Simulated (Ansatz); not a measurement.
# BN (P6_3mc) in Ansatz: further runs

Runs on BN. Level: LDA. Tasks: single point, equation of state.

Program: Ansatz 0.2.0. These are calculated values, not measurements. Logs are shortened: lines on timing, memory, paths and dates and some standing lists are left out, and cuts for length are marked.

**1. Starting point**

It takes space group P6_3mc (No. 186, hexagonal). The conventional cell has a = 2.554 Å, b = 2.554 Å, c = 4.227 Å, α = 90.00°, β = 90.00°, γ = 120.00°. Around N (site symmetry 3m) lie 4 B at 1.57 to 1.58 Å. B (site symmetry 3m) is surrounded by 4 N at 1.57 to 1.58 Å.

Measurements of this composition are mostly on another form, of space group No. 194.

**2. Single point, LDA, 5.61 Å³/atom (volume scaled by 0.94)**

Input file input.yaml:

```yaml
crystal:
  lattice:
    - [2.5018037563, 0.0, 0.0]
    - [-1.2509018782, 2.1666256083, 0.0]
    - [0.0, 0.0, 4.1405684416]
  atoms:
    - { symbol: "N", position: [0.3333333333, 0.6666666667, 0.125276] }
    - { symbol: "N", position: [0.6666666667, 0.3333333333, 0.625276] }
    - { symbol: B, position: [0.3333333333, 0.6666666667, 0.499724] }
    - { symbol: B, position: [0.6666666667, 0.3333333333, 0.999724] }
kpoints:
  mp_grid: { grid: [12, 12, 6] }
scf:
  occupations: { method: fermi_dirac, width: 0.05 }
hamiltonian:
  xc: lda
  pseudopotentials: { kind: all_electron, lapw: { basis_error: 0.002 } }
output:
  forces: true
  stress: true
  eigenvalues: true
```

Potentials or basis: all-electron LAPW, scalar-relativistic.

Command:

```bash
ansatz run input.yaml --threads 2 --pin off --max-ram 6144MiB --backend cpu --events-out ev --progress --plain --runs-dir out
```

What it wrote:

```text
Warning: RAYON_NUM_THREADS=2 ignored (pool sized by the plan → 2); use --threads N
LAPW: plane waves up to 10.608 Å⁻¹, error target 2.0e-3 eV per atom; small_component_spin mean_spin; B in spheres of 0.723 Å, 5 of its electrons in bands, Dirac shells []; N in spheres of 0.813 Å, 7 of its electrons in bands, Dirac shells [] (how accurate: hamiltonian.pseudopotentials.lapw.basis_error, Limitations)
Engine: ansatz 0.2.0, aarch64-unknown-linux-gnu
Pseudopotentials: kind: all_electron
Pseudopotential: N, LAPW, valence charge 7, lapw/all_electron/scalar/gaussian/N, Koelling and Harmon's equation, gaussian nucleus
Pseudopotential: B, LAPW, valence charge 5, lapw/all_electron/scalar/gaussian/B, Koelling and Harmon's equation, gaussian nucleus
Functional definition: SPW92
  exchange = slater_x
  correlation = pw_c
Crystal: 4 atoms, lattice volume = 22.444 Å³
Basis set: ecut = 428.7478876706844 eV, 463 PW (Γ), exchange–correlation at level 2
Bands: 16, of which v1, the nominal top of the filled ones, is band 12 counted from 1 (11 counted from 0)
Symmetry: 12 space group operations
Space group: P63mc (ITA 186), of the structure as read, at distance tolerance 2.8e-5 Å
k-points: 76 of 864 (time reversal used)
Non-local potential: N, projectors of the file, none
Non-local potential: B, projectors of the file, none
Initial density: superposition of atomic densities (chi_scale 0.1, normalization cell, long waves kept (reshape's long-wave potential 0.00 eV rms))
Initial wavefunctions: plane waves of lowest kinetic energy (no species holds an atomic orbital)
Functional: x = slater, c = lda
iter 1 solved again at ethr=1.98e-2 eV; its pass at ethr=1.00e-1 eV (dr2=4.75e0 eV) is discarded
SCF iter   1: F=—  HF=-4308.161814 eV  |F-HF|=—  |Δ(HF+E_count)|=         —  Δρ=1.65e-1  dr2=4.74e0  ethr=1.98e-2  ⟨swp⟩=2.0  Hψ=9338  notcnv=0
preconditioner: auto → none  [insulator: Δε(μ)=7.019 eV  Ē_g=18.872 eV  σ=0.050 eV  W_gap=1.00  n_scr=2 (ndim 8)  ℏωp=31.4 eV  f_vac=0.000  D(μ)=0.00/eV (n_scr^D=0)  ε∞_Penn≈3.8]
iter 2 solved again at ethr=1.91e-3 eV; its pass at ethr=1.98e-2 eV (dr2=4.58e-1 eV) is discarded
SCF iter   2: F=—  HF=-4306.059248 eV  |F-HF|=—  |Δ(HF+E_count)|=    2.10e0  Δρ=5.58e-2  dr2=4.58e-1  ethr=1.91e-3  ⟨swp⟩=2.0  Hψ=6540  notcnv=0
SCF iter   3: F=—  HF=-4305.851876 eV  |F-HF|=—  |Δ(HF+E_count)|=   2.07e-1  Δρ=2.38e-2  dr2=8.77e-2  ethr=1.91e-3  ⟨swp⟩=2.9  Hψ=3517  notcnv=0
SCF iter   4: F=—  HF=-4305.827685 eV  |F-HF|=—  |Δ(HF+E_count)|=   2.42e-2  Δρ=9.93e-3  dr2=1.56e-2  ethr=3.66e-4  ⟨swp⟩=2.0  Hψ=3277  notcnv=0
SCF iter   5: F=—  HF=-4305.822611 eV  |F-HF|=—  |Δ(HF+E_count)|=   5.07e-3  Δρ=1.99e-3  dr2=6.47e-4  ethr=6.50e-5  ⟨swp⟩=2.8  Hψ=3525  notcnv=0
SCF iter   6: F=—  HF=-4305.822401 eV  |F-HF|=—  |Δ(HF+E_count)|=   2.10e-4  Δρ=1.98e-4  dr2=6.61e-6  ethr=2.69e-6  ⟨swp⟩=2.8  Hψ=3320  notcnv=0
SCF iter   7: F=-4305.822399 eV  HF=-4305.822399 eV  |F-HF|=5.05e-9  |Δ(HF+E_count)|=   1.91e-6  Δρ=1.06e-5  dr2=1.80e-8  ethr=2.75e-8  ⟨swp⟩=3.0  Hψ=3387  notcnv=0
SCF 1 converged in 7 iterations: F = -4305.822399 eV  dr2 = 1.80e-8
SCF converged after 7 iterations
Free energy (F): -4305.822399 eV
Harris-Foulkes:  -4305.822399 eV  (|F-HF|=5.05e-9)
Internal energy: -4305.822399 eV  (E = F + TS)
E sigma→0 (E₀):  -4305.822399 eV
Fermi energy:    14.678441 eV
--- Per-component energies (eV) ---
  E_band       = -2006.785821
  E_kinetic    = 4286.177758
  E_xc         = -569.122406
  E_electrostatic = -8022.877751  (all electrons and nuclei)
  E_smearing   = -0.000000  (= −TS)
  E_closure    = 0.000000  (closes the sum)
  E_atoms      = -4267.027354  (free atoms, spherical and without spin; not in F)
  Σ components = -4305.822399   (vs F -4305.822399, Δ=0.00e0)
  Basis errors (estimates in eV, not in F): energy 1.0e-3 per atom: plane waves 1.0e-3 (6.2e-4 summed), levels above the bands 6.1e-69, relativity 7.6e-9, radial functions 2.4e-5, core shells 0.0e0; eigenvalues (radial functions only) 9.6e-6; not estimated: angular momenta, meshes, grids; target (lapw.basis_error) 2.0e-3; muffin-tin radii B 0.723 Å, N 0.813 Å
--- Forces (eV/Å), atoms counted from 1 ---
  atom   1  N      0.00000000    -0.00000000     0.02651832
  atom   2  N      0.00000000     0.00000000     0.02651832
  atom   3  B     -0.00000000    -0.00000000    -0.02649843
  atom   4  B     -0.00000000     0.00000000    -0.02649843
  max |Σ_I F_I| component: 3.98e-5 eV/Å
--- Stress (GPa, compression-positive) ---
       10.873019       0.000000      -0.000000
        0.000000      10.873019      -0.000000
       -0.000000      -0.000000      10.784672
  P = ⅓ Tr σ = 10.8436 GPa (108.436 kbar)
--- Band table (eV; the first three rows and the last of 76) ---
  k-point 0: bands = ["-359.5470", "-359.5470", "-158.0627", "-158.0625", "-8.6187", "-4.1678", "0.7920", "9.9940", "9.9940", "11.9325", "12.2357", "12.2357", "20.6909", "20.6909", "20.9945", "22.4890"]
  k-point 1: bands = ["-359.5470", "-359.5470", "-158.0627", "-158.0625", "-8.4454", "-4.8085", "1.7372", "10.1174", "10.1174", "11.0145", "12.0483", "12.0483", "20.8988", "20.8988", "21.3502", "22.4507"]
  k-point 2: bands = ["-359.5470", "-359.5470", "-158.0627", "-158.0626", "-7.9308", "-5.9943", "3.8137", "8.8670", "10.4695", "10.4695", "11.5728", "11.5728", "21.4765", "21.4765", "21.8737", "22.3441"]
  k-point 75: bands = ["-359.5470", "-359.5470", "-158.0624", "-158.0624", "-2.7616", "-2.7616", "3.1179", "3.1179", "3.9887", "3.9887", "9.0266", "9.0266", "21.9205", "21.9205", "22.4126", "22.4126"]
```

Run time: 13 s. Hardware: 2 threads of Arm Neoverse V1, shared host; peak memory 0.32 GiB.

What came out:

| Item | Value |
| --- | --- |
| Free energy | -4305.8224 eV |
| Pressure | 10.8 GPa |
| Largest force | 0.027 eV/Å |
| Band gap on the k mesh | 4.88 eV, indirect (least direct gap 8.40 eV) |

**3. Single point, LDA, 5.73 Å³/atom (volume scaled by 0.96)**

Changes to input.yaml since step 2:

```diff
@@ -2,5 +2,5 @@
   lattice:
-    - [2.5018037563, 0.0, 0.0]
-    - [-1.2509018782, 2.1666256083, 0.0]
-    - [0.0, 0.0, 4.1405684416]
+    - [2.5194226731, 0.0, 0.0]
+    - [-1.2597113366, 2.1818840378, 0.0]
+    - [0.0, 0.0, 4.169728335]
   atoms:
```

Potentials or basis: all-electron LAPW, scalar-relativistic.

Command:

```bash
ansatz run input.yaml --threads 2 --pin off --max-ram 6144MiB --backend cpu --events-out ev --progress --plain --runs-dir out
```

Run time: 13 s. Hardware: 2 threads of Arm Neoverse V1, shared host; peak memory 0.32 GiB.

It converged, with:

- Free energy: -4305.8411 eV
- Pressure: 1.9 GPa
- Largest force: 0.009 eV/Å
- Band gap on the k mesh: 4.91 eV, indirect (least direct gap 8.31 eV)

**4. Single point, LDA, 5.85 Å³/atom (volume scaled by 0.98)**

Changes to input.yaml since step 3:

```diff
@@ -2,5 +2,5 @@
   lattice:
-    - [2.5194226731, 0.0, 0.0]
-    - [-1.2597113366, 2.1818840378, 0.0]
-    - [0.0, 0.0, 4.169728335]
+    - [2.536798551, 0.0, 0.0]
+    - [-1.2683992755, 2.1969319894, 0.0]
+    - [0.0, 0.0, 4.1984859909]
   atoms:
```

Command:

```bash
ansatz run input.yaml --threads 2 --pin off --max-ram 6144MiB --backend cpu --events-out ev --progress --plain --runs-dir out
```

Wall time 13 s (2 threads of Arm Neoverse V1, shared host); peak memory 0.32 GiB.

Results (log left out):

```yaml
Free_energy: -4305.8344 eV
Pressure: -6.2 GPa
Largest_force: 0.007 eV/Å
Band_gap_on_the_k_mesh: 4.95 eV, indirect (least direct gap 8.21 eV)
```

**5. Single point, LDA, 5.97 Å³/atom**

Changes to input.yaml since step 4:

```diff
@@ -2,5 +2,5 @@
   lattice:
-    - [2.536798551, 0.0, 0.0]
-    - [-1.2683992755, 2.1969319894, 0.0]
-    - [0.0, 0.0, 4.1984859909]
+    - [2.5539396017, 0.0, 0.0]
+    - [-1.2769698009, 2.2117765748, 0.0]
+    - [0.0, 0.0, 4.226855]
   atoms:
```

Command:

```bash
ansatz run input.yaml --threads 2 --pin off --max-ram 6144MiB --backend cpu --events-out ev --progress --plain --runs-dir out
```

Run time: 13 s. Hardware: 2 threads of Arm Neoverse V1, shared host; peak memory 0.32 GiB.

It converged, with:

* Free energy: -4305.8046 eV
* Pressure: -13.6 GPa
* Largest force: 0.023 eV/Å
* Band gap on the k mesh: 4.98 eV, indirect (least direct gap 8.11 eV)

**6. Single point, LDA, 6.09 Å³/atom (volume scaled by 1.02)**

Changes to input.yaml since step 5:

```diff
@@ -2,5 +2,5 @@
   lattice:
-    - [2.5539396017, 0.0, 0.0]
-    - [-1.2769698009, 2.2117765748, 0.0]
-    - [0.0, 0.0, 4.226855]
+    - [2.5708536019, 0.0, 0.0]
+    - [-1.285426801, 2.2264245287, 0.0]
+    - [0.0, 0.0, 4.254848233]
   atoms:
```

Potentials or basis: all-electron LAPW, scalar-relativistic.

Command:

```bash
ansatz run input.yaml --threads 2 --pin off --max-ram 6144MiB --backend cpu --events-out ev --progress --plain --runs-dir out
```

It took 13 s on 2 threads of Arm Neoverse V1, shared host; peak memory 0.32 GiB.

It converged, with:

| Quantity | Value |
| --- | --- |
| Free energy | -4305.7538 eV |
| Pressure | -20.3 GPa |
| Largest force | 0.038 eV/Å |
| Band gap on the k mesh | 5.01 eV, indirect (least direct gap 8.02 eV) |

**7. Single point, LDA, 6.21 Å³/atom (volume scaled by 1.04)**

Changes to input.yaml since step 6:

```diff
@@ -2,5 +2,5 @@
   lattice:
-    - [2.5708536019, 0.0, 0.0]
-    - [-1.285426801, 2.2264245287, 0.0]
-    - [0.0, 0.0, 4.254848233]
+    - [2.5875479243, 0.0, 0.0]
+    - [-1.2937739622, 2.2408822359, 0.0]
+    - [0.0, 0.0, 4.2824778918]
   atoms:
```

Command:

```bash
ansatz run input.yaml --threads 2 --pin off --max-ram 6144MiB --backend cpu --events-out ev --progress --plain --runs-dir out
```

Wall time 13 s (2 threads of Arm Neoverse V1, shared host); peak memory 0.32 GiB.

The run converged. Its results:

| Property | Result |
| --- | --- |
| Free energy | -4305.6839 eV |
| Pressure | -26.4 GPa |
| Largest force | 0.051 eV/Å |
| Band gap on the k mesh | 5.03 eV, indirect (least direct gap 7.92 eV) |

**8. Single point, LDA, 6.33 Å³/atom (volume scaled by 1.06)**

Changes to input.yaml since step 7:

```diff
@@ -2,5 +2,5 @@
   lattice:
-    - [2.5875479243, 0.0, 0.0]
-    - [-1.2937739622, 2.2408822359, 0.0]
-    - [0.0, 0.0, 4.2824778918]
+    - [2.6040295656, 0.0, 0.0]
+    - [-1.3020147828, 2.255155756, 0.0]
+    - [0.0, 0.0, 4.3097555565]
   atoms:
```

Command:

```bash
ansatz run input.yaml --threads 2 --pin off --max-ram 6144MiB --backend cpu --events-out ev --progress --plain --runs-dir out
```

Wall time 13 s (2 threads of Arm Neoverse V1, shared host); peak memory 0.32 GiB.

Results (log left out):

```
Free energy            : -4305.5967 eV
Pressure               : -32.0 GPa
Largest force          : 0.064 eV/Å
Band gap on the k mesh : 5.05 eV, indirect (least direct gap 7.82 eV)
```

**9. Equation of state, LDA**

Potentials or basis: all-electron LAPW, scalar-relativistic.

This step only gathers the single runs of the series.

Results:

* Equilibrium volume: 5.76 Å³/atom
* Bulk modulus at fixed shape and positions: 403 GPa
* Pressure derivative of the bulk modulus: 3.7

Energy against volume, from the lowest point:
| volume (Å³/atom) | energy (meV/atom) |
| --- | --- |
| 5.611 | 4.69 |
| 5.730 | 0.00 |
| 5.850 | 1.68 |
| 5.969 | 9.13 |
| 6.088 | 21.84 |
| 6.208 | 39.31 |
| 6.327 | 61.11 |

Caveat: the cell was scaled at fixed shape and fractional positions, which overstates the stiffness of a crystal with free parameters, most of all of layers and chains.
